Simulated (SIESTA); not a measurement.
## WC under changes of volume

One of the cells (10.753 Å³/atom); the others are scaled copies at fixed shape and fractional positions:

```
CELL_PARAMETERS angstrom
0.00000 2.20721 2.20721
2.20721 0.00000 2.20721
2.20721 2.20721 0.00000
ATOMIC_POSITIONS crystal
W 0.00000 0.00000 0.00000
C 0.50000 0.50000 0.50000
```

Measurements of this composition are mostly on another form, of space group No. 187.

* Program: SIESTA 5.4.2
* Functional: PBEsol
* Potentials or basis: PseudoDojo 0.4 standard (PBEsol files)
* Basis: DZP (energy shift 0.003 Ry; two zetas on semicore shells)
* Grid cutoff: 800 Ry
* Energy shift: 0.003 Ry
* k mesh: 10 × 10 × 10
* Occupations: fermi-dirac, width 0.05 eV
* Spin: no spin polarisation

```tsv
volume (Å³/atom)	energy over the lowest point (meV/atom)	pressure (GPa)
9.910	?	?
10.120	14.82	15.6
10.331	0.00	7.2
10.753	0.88	-7.4
10.964	14.91	-13.7
11.175	37.05	-19.7
```

Task: What does the run at 9.910 Å³/atom give?

Result: Energy over the lowest point 41.13 meV/atom; pressure 24.6 GPa.

Worked out: A Birch-Murnaghan fit of order 3 (a polynomial in V^(-2/3)) to the other rows has its minimum at 10.53 Å³/atom with B0 = V·E''(V) = 365 GPa and B' = 3.3. It gives 40.88 meV/atom at 9.910 Å³/atom, against the run's 41.13, and -dE/dV = 24.4 GPa, against 24.6.

Energies are extrapolated to zero smearing.

Caveats: short orbitals over semicore shells can move pressures by several GPa; the basis of atomic orbitals isn't converged, which shifts pressures, moduli and gaps.
